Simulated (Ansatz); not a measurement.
# In2O3 (R-3c): the equilibrium volume, part 2 of 2

At what volume is In2O3 (R-3c) free of pressure?

Ansatz 0.2.0; DFT PBEsol, scalar-relativistic, plane waves, PAW.

### Step 3. Full relaxation

File input.yaml:

```yaml
crystal:
  lattice:
    - [2.7581043173, 1.59239227, 4.8636867567]
    - [-2.7581043173, 1.59239227, 4.8636867567]
    - [0.0, -3.18478454, 4.8636867567]
  atoms:
    - { symbol: In, position: [0.642884, 0.642884, 0.642884] }
    - { symbol: In, position: [0.857116, 0.857116, 0.857116] }
    - { symbol: In, position: [0.357116, 0.357116, 0.357116] }
    - { symbol: In, position: [0.142884, 0.142884, 0.142884] }
    - { symbol: O, position: [0.0464953, 0.75, 0.4535047] }
    - { symbol: O, position: [0.75, 0.4535047, 0.0464953] }
    - { symbol: O, position: [0.4535047, 0.0464953, 0.75] }
    - { symbol: O, position: [0.9535047, 0.25, 0.5464953] }
    - { symbol: O, position: [0.5464953, 0.9535047, 0.25] }
    - { symbol: O, position: [0.25, 0.5464953, 0.9535047] }
basis:
  ecutwfc: 420
kpoints:
  mp_grid: { grid: [6, 6, 6] }
hamiltonian:
  xc: pbesol
scf:
  occupations: { method: gaussian, width: 0.02 }
output:
  forces: true
  stress: true
  eigenvalues: true
relax:
  adjacent_minimum: "off"
  f_tol: 0.005
  max_steps: 80
  cell: { stress_tol: 0.05 }
```

Launch:

```sh
> ansatz run input.yaml --threads 8 --pin off --max-ram 16384MiB --backend cpu --events-out ev --progress --plain --runs-dir out
```

The log of the run:

```text
Warning: RAYON_NUM_THREADS=8 ignored (pool sized by the plan → 8); use --threads N
Engine: ansatz 0.2.0, x86_64-unknown-linux-gnu
Pseudopotentials: kind: paw
Pseudopotential: In, paw, valence charge 13, recommended cutoff 420 eV (normal), In.paw.azcp
Pseudopotential: O, paw, valence charge 6, recommended cutoff 420 eV (normal), O.paw.azcp
Functional definition: PBEsol
  exchange = pbesol_x
  correlation = pbesol_c
Crystal: 10 atoms, lattice volume = 128.167 Å³
Basis set: ecut = 420 eV, 2519 PW (Γ), exchange–correlation on 80×80×80 points (8 copies of the dense FFT grid, shifted against one another)
Bands: 54, of which v1, the nominal top of the filled ones, is band 44 counted from 1 (43 counted from 0)
Symmetry: 12 space group operations
Space group: R-3c (ITA 167), of the structure as read, at distance tolerance 5.0e-5 Å
k-points: 32 of 216
Non-local potential: In, projectors of the file, l = 0: 2, l = 1: 2, l = 2: 2, l = 3: 2
Non-local potential: O, projectors of the file, l = 0: 2, l = 1: 2, l = 2: 1
PAW form: soft (Blöchl's): semilocal exchange-correlation on the pseudo side does not see the compensation charge
PAW frozen core: In, regenerated for the run's functional, and the local potential with it (the file was generated under x = pbe(κ = 0.804, μ = 0.2195149727645171), c = pbe(β = 0.06672455060314922))
PAW frozen core: O, regenerated for the run's functional, and the local potential with it (the file was generated under x = pbe(κ = 0.804, μ = 0.2195149727645171), c = pbe(β = 0.06672455060314922))
PAW one-centre angular grid: In, 590 points (default); XC on 64 Gauss nodes
PAW one-centre angular grid: O, 110 points (default); XC on 64 Gauss nodes
Initial density: superposition of atomic densities (neutral atoms: chi_scale 0, normalization atom), corrected by the library's trained network
Initial wavefunctions: pseudopotential atomic-orbital guess
Functional: x = pbesol(κ = 0.804, μ = 0.12345679012345678), c = pbesol(β = 0.046)
SCF iter   1: F=—  HF=-25467.660168 eV  |F-HF|=—  |Δ(HF+E_count)|=         —  Δρ=1.67e-2  dr2=2.92e-1  ethr=1.77e-3  ⟨swp⟩=6.3  Hψ=7103  notcnv=0  defer=5
preconditioner: auto → Resta (q_TF=auto, 2.563 Å⁻¹)  ε∞=4.7  [insulator: Δε(μ)=0.937 eV  Ē_g=16.077 eV  σ=0.020 eV  W_gap=1.00  n_scr=32 (ndim 8)  ℏωp=30.8 eV  f_vac=0.023  D(μ)=0.00/eV (n_scr^D=0)  ε∞_Penn≈4.7]
SCF iter   2: F=—  HF=-25467.581727 eV  |F-HF|=—  |Δ(HF+E_count)|=   7.84e-2  Δρ=3.10e-3  dr2=5.92e-3  ethr=3.31e-4  ⟨swp⟩=2.0  Hψ=2688  notcnv=0  defer=151
SCF iter   3: F=—  HF=-25467.580301 eV  |F-HF|=—  |Δ(HF+E_count)|=   1.43e-3  Δρ=1.22e-3  dr2=1.30e-3  ethr=6.72e-6  ⟨swp⟩=2.2  Hψ=2910  notcnv=0  defer=151
SCF iter   4: F=—  HF=-25467.580207 eV  |F-HF|=—  |Δ(HF+E_count)|=   9.45e-5  Δρ=3.91e-4  dr2=1.63e-4  ethr=1.48e-6  ⟨swp⟩=2.0  Hψ=2221  notcnv=0  defer=151
SCF iter   5: F=—  HF=-25467.580223 eV  |F-HF|=—  |Δ(HF+E_count)|=   1.60e-5  Δρ=5.82e-5  dr2=6.68e-6  ethr=1.86e-7  ⟨swp⟩=2.0  Hψ=2837  notcnv=0  defer=151
SCF iter   6: F=—  HF=-25467.580235 eV  |F-HF|=—  |Δ(HF+E_count)|=   1.17e-5  Δρ=8.36e-6  dr2=1.35e-7  ethr=7.59e-9  ⟨swp⟩=2.2  Hψ=2422  notcnv=0  defer=151
SCF iter   7: F=-25467.580235 eV  HF=-25467.580235 eV  |F-HF|=4.56e-9  |Δ(HF+E_count)|=   1.04e-7  Δρ=1.95e-6  dr2=6.64e-9  ethr=1.14e-10  ⟨swp⟩=9.8  Hψ=7142  notcnv=0
SCF 1 converged in 7 iterations: F = -25467.580235 eV  dr2 = 6.64e-9
relax step   1: F+E_penalty+E_count = -25467.58023466 eV  Δ(F+E_penalty+E_count) = +0.000e0 eV  max|allowed force component| = 3.094e-2 eV/Å  Δτ_max = 0.0000 Å  P = -0.767 GPa  Ω = 128.167 Å³  (7 SCF iters, dr2 threshold 1.00e-7 eV, accepted)
Crystal: 10 atoms, lattice volume = 127.447 Å³
Basis set: ecut = 420 eV, 2489 PW (Γ), exchange–correlation on 80×80×80 points (8 copies of the dense FFT grid, shifted against one another)
Initial density: handed on by an earlier stage of this run
Initial wavefunctions: those handed on with the density
iter 1 solved again at ethr=1.46e-6 eV; its pass at ethr=3.10e-3 eV (dr2=1.29e-3 eV) is discarded
SCF iter   1: F=—  HF=-25467.585901 eV  |F-HF|=—  |Δ(HF+E_count)|=         —  Δρ=1.26e-3  dr2=1.25e-3  ethr=1.46e-6  ⟨swp⟩=3.0  Hψ=8207  notcnv=0
preconditioner: auto → Resta (q_TF=auto, 2.565 Å⁻¹)  ε∞=4.7  [insulator: Δε(μ)=1.119 eV  Ē_g=16.146 eV  σ=0.020 eV  W_gap=1.00  n_scr=32 (ndim 8)  ℏωp=30.9 eV  f_vac=0.016  D(μ)=0.00/eV (n_scr^D=0)  ε∞_Penn≈4.7]
SCF iter   2: F=—  HF=-25467.585497 eV  |F-HF|=—  |Δ(HF+E_count)|=   4.04e-4  Δρ=5.18e-4  dr2=1.97e-4  ethr=1.42e-6  ⟨swp⟩=2.9  Hψ=3553  notcnv=0
SCF iter   3: F=—  HF=-25467.585447 eV  |F-HF|=—  |Δ(HF+E_count)|=   4.97e-5  Δρ=1.47e-4  dr2=3.14e-5  ethr=2.24e-7  ⟨swp⟩=2.0  Hψ=2368  notcnv=0
SCF iter   4: F=—  HF=-25467.585445 eV  |F-HF|=—  |Δ(HF+E_count)|=   2.18e-6  Δρ=5.78e-5  dr2=6.16e-6  ethr=3.57e-8  ⟨swp⟩=2.1  Hψ=2262  notcnv=0
SCF iter   5: F=-25467.585446 eV  HF=-25467.585446 eV  |F-HF|=1.52e-7  |Δ(HF+E_count)|=   3.83e-7  Δρ=1.34e-5  dr2=3.36e-7  ethr=1.14e-9  ⟨swp⟩=2.8  Hψ=6620  notcnv=0
SCF 2 converged in 5 iterations: F = -25467.585446 eV  dr2 = 3.36e-7
relax step   2: F+E_penalty+E_count = -25467.58544571 eV  Δ(F+E_penalty+E_count) = -5.211e-3 eV  max|allowed force component| = 1.304e-2 eV/Å  Δτ_max = 0.0058 Å  P = +0.104 GPa  Ω = 127.447 Å³  energy of the carried Pulay correction = +3.223e-3 eV  (5 SCF iters, dr2 threshold 1.00e-6 eV, accepted)
Crystal: 10 atoms, lattice volume = 127.536 Å³
iter 1 solved again at ethr=4.35e-8 eV; its pass at ethr=3.10e-3 eV (dr2=3.83e-5 eV) is discarded
SCF iter   1: F=—  HF=-25467.585135 eV  |F-HF|=—  |Δ(HF+E_count)|=         —  Δρ=2.35e-4  dr2=3.78e-5  ethr=4.35e-8  ⟨swp⟩=2.1  Hψ=6616  notcnv=0
preconditioner: auto → Resta (q_TF=auto, 2.565 Å⁻¹)  ε∞=4.7  [insulator: Δε(μ)=1.114 eV  Ē_g=16.139 eV  σ=0.020 eV  W_gap=1.00  n_scr=32 (ndim 8)  ℏωp=30.8 eV  f_vac=0.017  D(μ)=0.00/eV (n_scr^D=0)  ε∞_Penn≈4.7]
SCF iter   2: F=—  HF=-25467.585124 eV  |F-HF|=—  |Δ(HF+E_count)|=   1.06e-5  Δρ=1.01e-4  dr2=5.84e-6  ethr=4.29e-8  ⟨swp⟩=2.0  Hψ=2368  notcnv=0
SCF iter   3: F=—  HF=-25467.585122 eV  |F-HF|=—  |Δ(HF+E_count)|=   1.75e-6  Δρ=2.19e-5  dr2=5.11e-7  ethr=6.63e-9  ⟨swp⟩=2.0  Hψ=2374  notcnv=0
SCF iter   4: F=—  HF=-25467.585122 eV  |F-HF|=—  |Δ(HF+E_count)|=   3.71e-8  Δρ=1.08e-5  dr2=1.28e-7  ethr=5.81e-10  ⟨swp⟩=2.0  Hψ=2923  notcnv=0
SCF iter   5: F=-25467.585122 eV  HF=-25467.585122 eV  |F-HF|=6.88e-10  |Δ(HF+E_count)|=   2.59e-8  Δρ=1.85e-6  dr2=7.48e-9  ethr=4.67e-11  ⟨swp⟩=4.5  Hψ=5527  notcnv=0
SCF 3 converged in 5 iterations: F = -25467.585122 eV  dr2 = 7.48e-9
relax step   3: F+E_penalty+E_count = -25467.58512228 eV  Δ(F+E_penalty+E_count) = +3.234e-4 eV  max|allowed force component| = 3.904e-3 eV/Å  Δτ_max = 0.0013 Å  P = -0.002 GPa  Ω = 127.536 Å³  energy of the carried Pulay correction = +2.827e-3 eV  (5 SCF iters, dr2 threshold 4.11e-8 eV, accepted)
Initial wavefunctions: pseudopotential atomic-orbital guess (no wavefunctions were taken with the density)
iter 1 solved again at ethr=9.54e-9 eV; its pass at ethr=3.10e-3 eV (dr2=8.40e-6 eV) is discarded
SCF iter   1: F=—  HF=-25467.582317 eV  |F-HF|=—  |Δ(HF+E_count)|=         —  Δρ=4.93e-5  dr2=4.56e-7  ethr=9.54e-9  ⟨swp⟩=4.0  Hψ=12422  notcnv=0
preconditioner: auto → Resta (q_TF=auto, 2.565 Å⁻¹)  ε∞=4.7  [insulator: Δε(μ)=1.114 eV  Ē_g=16.140 eV  σ=0.020 eV  W_gap=1.00  n_scr=32 (ndim 8)  ℏωp=30.8 eV  f_vac=0.017  D(μ)=0.00/eV (n_scr^D=0)  ε∞_Penn≈4.7]
SCF iter   2: F=—  HF=-25467.582318 eV  |F-HF|=—  |Δ(HF+E_count)|=   1.03e-6  Δρ=2.39e-5  dr2=1.23e-7  ethr=5.18e-10  ⟨swp⟩=2.0  Hψ=3123  notcnv=0
SCF iter   3: F=—  HF=-25467.582319 eV  |F-HF|=—  |Δ(HF+E_count)|=   1.59e-7  Δρ=8.21e-6  dr2=1.26e-8  ethr=1.39e-10  ⟨swp⟩=2.0  Hψ=2177  notcnv=0
SCF iter   4: F=—  HF=-25467.582319 eV  |F-HF|=—  |Δ(HF+E_count)|=   1.92e-8  Δρ=4.32e-7  dr2=2.40e-10  ethr=1.43e-11  ⟨swp⟩=2.0  Hψ=3136  notcnv=0
SCF iter   5: F=-25467.582319 eV  HF=-25467.582319 eV  |F-HF|=7.28e-12  |Δ(HF+E_count)|=  9.09e-11  Δρ=1.11e-7  dr2=3.05e-11  ethr=1.00e-12  ⟨swp⟩=4.0  Hψ=5245  notcnv=0
SCF 4 converged in 5 iterations: F = -25467.582319 eV  dr2 = 3.05e-11
relax step   4: F+E_penalty+E_count = -25467.58231863 eV  Δ(F+E_penalty+E_count) = +2.804e-3 eV  max|allowed force component| = 4.006e-3 eV/Å  Δτ_max = 0.0000 Å  P = -0.034 GPa  Ω = 127.536 Å³  stress off target by 5.05e-2 GPa  SCF on the basis re-selected at this cell (its energy is not comparable with the rows above)  (5 SCF iters)
basis re-selected at this cell: Δ(F+E_penalty+E_count) = +2.804e-3 eV, ΔP = -0.032 GPa vs the last step (what re-selecting the basis moved, of the pressure what is left beyond the Pulay correction that the steps carried, after the strain that the cell walked since its last selection, with what the two solves' SCF thresholds leave and, on support functions, any second-order correction that the steps lacked; it is no measure of the basis error at this ecutwfc). This SCF's stress stands 5.05e-2 GPa from its target on what of the cell is left free (relax.cell.stress_tol is 5.00e-2 GPa) and its largest allowed force component is 4.01e-3 eV/Å (relax.f_tol is 5.00e-3 eV/Å): not within both, so this SCF does not close the relaxation
Crystal: 10 atoms, lattice volume = 127.519 Å³
iter 1 solved again at ethr=1.46e-9 eV; its pass at ethr=3.10e-3 eV (dr2=1.29e-6 eV) is discarded
SCF iter   1: F=—  HF=-25467.582393 eV  |F-HF|=—  |Δ(HF+E_count)|=         —  Δρ=4.05e-5  dr2=1.34e-6  ethr=1.46e-9  ⟨swp⟩=3.2  Hψ=6917  notcnv=0
preconditioner: auto → Resta (q_TF=auto, 2.565 Å⁻¹)  ε∞=4.7  [insulator: Δε(μ)=1.115 eV  Ē_g=16.141 eV  σ=0.020 eV  W_gap=1.00  n_scr=32 (ndim 8)  ℏωp=30.8 eV  f_vac=0.017  D(μ)=0.00/eV (n_scr^D=0)  ε∞_Penn≈4.7]
SCF iter   2: F=—  HF=-25467.582395 eV  |F-HF|=—  |Δ(HF+E_count)|=   1.68e-6  Δρ=1.67e-5  dr2=1.99e-7  ethr=1.46e-9  ⟨swp⟩=2.1  Hψ=2838  notcnv=0
SCF iter   3: F=—  HF=-25467.582395 eV  |F-HF|=—  |Δ(HF+E_count)|=   3.94e-8  Δρ=5.31e-6  dr2=2.95e-8  ethr=2.27e-10  ⟨swp⟩=2.0  Hψ=2374  notcnv=0
SCF iter   4: F=-25467.582395 eV  HF=-25467.582395 eV  |F-HF|=1.09e-10  |Δ(HF+E_count)|=  1.86e-10  Δρ=1.88e-6  dr2=4.50e-9  ethr=7.24e-12  ⟨swp⟩=4.5  Hψ=5438  notcnv=0
SCF 5 converged in 4 iterations: F = -25467.582395 eV  dr2 = 4.50e-9
relax step   5: F+E_penalty+E_count = -25467.58239458 eV  Δ(F+E_penalty+E_count) = -7.595e-5 eV  max|allowed force component| = 1.370e-3 eV/Å  Δτ_max = 0.0002 Å  P = -0.008 GPa  Ω = 127.519 Å³  energy of the carried Pulay correction = +6.991e-5 eV  (4 SCF iters, dr2 threshold 6.37e-9 eV, accepted)
iter 1 solved again at ethr=8.59e-9 eV; its pass at ethr=3.10e-3 eV (dr2=7.56e-6 eV) is discarded
SCF iter   1: F=—  HF=-25467.582296 eV  |F-HF|=—  |Δ(HF+E_count)|=         —  Δρ=3.07e-6  dr2=5.72e-9  ethr=8.59e-9  ⟨swp⟩=4.1  Hψ=12624  notcnv=0
preconditioner: auto → Resta (q_TF=auto, 2.565 Å⁻¹)  ε∞=4.7  [insulator: Δε(μ)=1.115 eV  Ē_g=16.140 eV  σ=0.020 eV  W_gap=1.00  n_scr=32 (ndim 8)  ℏωp=30.8 eV  f_vac=0.017  D(μ)=0.00/eV (n_scr^D=0)  ε∞_Penn≈4.7]
SCF iter   2: F=—  HF=-25467.582298 eV  |F-HF|=—  |Δ(HF+E_count)|=   1.87e-6  Δρ=1.54e-6  dr2=2.18e-9  ethr=6.50e-12  ⟨swp⟩=2.9  Hψ=3677  notcnv=0
SCF iter   3: F=—  HF=-25467.582298 eV  |F-HF|=—  |Δ(HF+E_count)|=  9.90e-10  Δρ=6.89e-7  dr2=4.74e-10  ethr=2.48e-12  ⟨swp⟩=2.3  Hψ=2479  notcnv=0
SCF iter   4: F=-25467.582298 eV  HF=-25467.582298 eV  |F-HF|=2.18e-11  |Δ(HF+E_count)|=  4.00e-11  Δρ=1.59e-7  dr2=1.37e-11  ethr=1.00e-12  ⟨swp⟩=3.1  Hψ=6251  notcnv=0
SCF 6 converged in 4 iterations: F = -25467.582298 eV  dr2 = 1.37e-11
relax step   6: F+E_penalty+E_count = -25467.58229835 eV  Δ(F+E_penalty+E_count) = +9.622e-5 eV  max|allowed force component| = 1.389e-3 eV/Å  Δτ_max = 0.0000 Å  P = -0.008 GPa  Ω = 127.519 Å³  stress off target by 1.14e-2 GPa  SCF on the basis re-selected at this cell (its energy is not comparable with the rows above)  (4 SCF iters)
basis re-selected at this cell: Δ(F+E_penalty+E_count) = +9.622e-5 eV, ΔP = -0.000 GPa vs the last step (what re-selecting the basis moved, of the pressure what is left beyond the Pulay correction that the steps carried, after the strain that the cell walked since its last selection, with what the two solves' SCF thresholds leave and, on support functions, any second-order correction that the steps lacked; it is no measure of the basis error at this ecutwfc). This SCF's stress stands 1.14e-2 GPa from its target on what of the cell is left free (relax.cell.stress_tol is 5.00e-2 GPa) and its largest allowed force component is 1.39e-3 eV/Å (relax.f_tol is 5.00e-3 eV/Å): within both
SCF converged after 4 iterations
Free energy (F): -25467.582298 eV
Harris-Foulkes:  -25467.582298 eV  (|F-HF|=2.18e-11)
Internal energy: -25467.582298 eV  (E = F + TS)
E sigma→0 (E₀):  -25467.582298 eV
Fermi energy:    9.236727 eV
--- Per-component energies (eV) ---
  E_band       = 16.118919
  E_kinetic    = 2029.187078
  E_local      = -5894.868209  (includes V_loc(G=0)·N_el)
  E_nonlocal   = 1780.309188
  E_hartree    = 2257.687176
  E_xc         = -1284.362767
  E_vxc        = -953.445392  (∫ρ·V_xc dr)
  E_paw        = -17273.591555  (= ΣΔE_a)
  E_vpaw       = -1460.452283  (= ΣTr[D̂ρ^β])
  E_aug_tail   = 0.014318  (compensation charges beyond the density's cutoff)
  E_ewald      = -7083.112865
  E_core_change = 1.155337  (= ΣΔE_core)
  E_smearing   = -0.000000  (= −TS)
  E_closure    = 0.000000  (closes the sum)
  Σ components = -25467.582298   (vs F -25467.582298, Δ=0.00e0)
--- Forces (eV/Å), atoms counted from 1 ---
  atom   1  In     0.00000000     0.00000000    -0.00126944
  atom   2  In     0.00000000     0.00000000     0.00126944
  atom   3  In    -0.00000000    -0.00000000     0.00126944
  atom   4  In    -0.00000000    -0.00000000    -0.00126944
  atom   5  O      0.00069434     0.00120263    -0.00000000
  atom   6  O      0.00069434    -0.00120263    -0.00000000
  atom   7  O     -0.00138868    -0.00000000    -0.00000000
  atom   8  O     -0.00069434    -0.00120263     0.00000000
  atom   9  O      0.00138868     0.00000000     0.00000000
  atom  10  O     -0.00069434     0.00120263     0.00000000
  max |Σ_I F_I| component: 5.64e-18 eV/Å
--- Stress (GPa, compression-positive) ---
       -0.006596       0.000000      -0.000000
        0.000000      -0.006596       0.000000
       -0.000000       0.000000      -0.011406
  P = ⅓ Tr σ = -0.0082 GPa (-0.082 kbar)
--- Band table (eV; the first three rows and the last of 32) ---
  k-point 0: bands = ["-8.8559", "-7.9507", "-7.9507", "-7.7377", "-7.7377", "-7.6508", "-3.5926", "-3.5926", "-3.4395", "-3.4351", "-3.4351", "-3.3048", "-3.2802", "-3.2802", "-3.2367", "-3.2367", "-3.1829", "-3.1829", "-3.0670", "-3.0644", "-3.0644", "-3.0522", "-2.7684", "-2.7684", "-2.0588", "-2.0588", "2.9921", "3.3371", "4.6174", "4.6174", "5.3419", "5.6720", "6.0097", "6.0097", "6.1864", "7.9075", "7.9075", "8.1784", "8.2954", "8.2954", "8.4157", "8.4157", "8.6282", "8.6282", "9.7939", "14.0427", "14.7893", "15.7940", "17.7281", "17.7281", "17.8486", "18.0591", "18.3771", "18.3771"]
  k-point 1: bands = ["-8.7784", "-7.9418", "-7.9357", "-7.8081", "-7.7542", "-7.6763", "-3.5759", "-3.5622", "-3.4631", "-3.4432", "-3.4137", "-3.3227", "-3.2688", "-3.2638", "-3.2561", "-3.2401", "-3.1944", "-3.1807", "-3.0882", "-3.0620", "-3.0608", "-2.9806", "-2.7949", "-2.7517", "-2.1748", "-2.0967", "3.1105", "3.3314", "4.2926", "4.9874", "5.1464", "5.8314", "6.1493", "6.4127", "6.6255", "7.1175", "7.7780", "7.8185", "8.1692", "8.1832", "8.4045", "8.4706", "8.4793", "8.6222", "10.6981", "14.3564", "14.6499", "15.5135", "16.7395", "17.2885", "18.0916", "18.1620", "18.9049", "18.9622"]
  k-point 2: bands = ["-8.5676", "-8.0085", "-7.9087", "-7.8915", "-7.7987", "-7.7405", "-3.5531", "-3.5135", "-3.4587", "-3.4349", "-3.3892", "-3.3433", "-3.3069", "-3.2861", "-3.2483", "-3.2390", "-3.1873", "-3.1644", "-3.1270", "-3.0632", "-3.0556", "-2.9067", "-2.7614", "-2.7046", "-2.4032", "-2.2315", "3.3613", "3.5861", "3.8523", "5.0337", "5.5652", "5.9756", "6.1388", "6.6147", "6.9998", "7.1230", "7.4080", "7.4656", "8.0031", "8.0408", "8.0673", "8.1456", "8.5417", "8.6789", "12.1236", "14.4187", "14.5475", "14.8146", "16.3558", "16.9238", "17.8426", "18.4909", "18.6383", "18.8281"]
  k-point 31: bands = ["-8.2917", "-8.2917", "-7.8467", "-7.8467", "-7.8467", "-7.8467", "-3.4895", "-3.4895", "-3.4737", "-3.4737", "-3.4737", "-3.4737", "-3.3027", "-3.3027", "-3.3027", "-3.3027", "-3.0807", "-3.0807", "-3.0807", "-3.0807", "-2.9621", "-2.9621", "-2.5008", "-2.5008", "-2.5008", "-2.5008", "3.6407", "3.6407", "5.0280", "5.0280", "5.7414", "5.7414", "5.7414", "5.7414", "6.6679", "6.6679", "7.5726", "7.5726", "7.5726", "7.5726", "8.4845", "8.4845", "8.4845", "8.4845", "12.9471", "12.9471", "15.7041", "15.7041", "16.8031", "16.8031", "18.2575", "18.2575", "18.2575", "18.2575"]
--- Relaxed structure (4 steps of the walk, 4 accepted, 2 SCFs on fresh bases) ---
  F+E_penalty+E_count = -25467.58229835 eV   max|allowed force component| = 1.389e-3 eV/Å   (the final SCF, on the basis selected at the relaxed cell)
  cell:  # Å, volume = 127.5188 Å³
    - [2.756218653919523, 1.5913035817859045, 4.845697988695749]
    - [-2.756218653919523, 1.5913035817859045, 4.845697988695749]
    - [1.9449601477087212e-35, -3.182607163571809, 4.845697988695749]
  atoms:
    - { symbol: In, position: [0.6425528065292816, 0.6425528065292816, 0.6425528065292816] }
    - { symbol: In, position: [0.8574471934707184, 0.8574471934707184, 0.8574471934707184] }
    - { symbol: In, position: [0.35744719347071835, 0.35744719347071835, 0.35744719347071835] }
    - { symbol: In, position: [0.14255280652928168, 0.14255280652928168, 0.14255280652928168] }
    - { symbol: O, position: [0.04585555138339237, 0.75, 0.4541444486166075] }
    - { symbol: O, position: [0.75, 0.4541444486166075, 0.04585555138339231] }
    - { symbol: O, position: [0.4541444486166075, 0.04585555138339237, 0.75] }
    - { symbol: O, position: [0.9541444486166076, 0.25, 0.5458555513833925] }
    - { symbol: O, position: [0.5458555513833925, 0.9541444486166076, 0.25] }
    - { symbol: O, position: [0.24999999999999994, 0.5458555513833925, 0.9541444486166077] }
```

Run time: 8.3 s. Hardware: 8 threads of AMD EPYC 7B13 (Zen 3), shared host; peak memory 0.8 GiB.

How the relaxation went:

| step | energy from step 1 (meV/atom) | largest force component (eV/Å) | pressure (GPa) | volume (Å³/atom) |
| --- | --- | --- | --- | --- |
| 1 | 0.0 | 0.031 | -0.77 | 12.817 |
| 2 | -0.5 | 0.013 | 0.10 | 12.745 |
| 3 | -0.5 | 0.004 | 0.00 | 12.754 |
| 4 | -0.2 | 0.004 | -0.03 | 12.754 |
| 5 | -0.2 | 0.001 | -0.01 | 12.752 |
| 6 | -0.2 | 0.001 | -0.01 | 12.752 |

Step 1 is the start. Step 4 repeats a cell on a basis chosen anew, so the energy can jump there without a move. Step 6 repeats the geometry before it on a plane-wave basis chosen anew for the final cell, which leaves the energy as it was.

In short: volume 12.752 Å³/atom, pressure -0.01 GPa, mesh gap 1.12 eV.

### Step 4. The cell, before and after

How the cell compares, before and after:

| cell as typed | before | after | change |
| --- | --- | --- | --- |
| a (Å) | 5.814 | 5.797 | -0.3 % |
| b (Å) | 5.814 | 5.797 | -0.3 % |
| c (Å) | 5.814 | 5.797 | -0.3 % |
| α (°) | 56.64 | 56.77 | +0.13° |
| β (°) | 56.64 | 56.77 | +0.13° |
| γ (°) | 56.64 | 56.77 | +0.13° |
| volume (Å³/atom) | 12.817 | 12.752 | -0.5 % |
| shortest distance (Å) | 2.133 | 2.131 | -0.1 % |
| space group | R-3c | R-3c | same |

### Step 5. What came out

The summary covers parts 1 to 2. Changes of volume or cell count from the first structure of part 1.

| quantity | value |
| --- | --- |
| volume | 12.752 Å³/atom |
| pressure | -0.01 GPa |
| conventional cell | a = 5.512 Å, b = 5.512 Å, c = 14.537 Å, α = 90.00°, β = 90.00°, γ = 120.00° |
| gap on the mesh | 1.12 eV |

**Reading.** Over the 2 runs shown the cell moved from 12.82 to 12.75 Å³/atom, a change of -0.5 %, where the pressure is zero within 0.01 GPa.

These are semilocal Kohn-Sham gaps, which aren't the measured quantity. Such gaps usually fall short of the measured ones. Spin-orbit coupling is left out, though the cell holds In; it can move the gap.
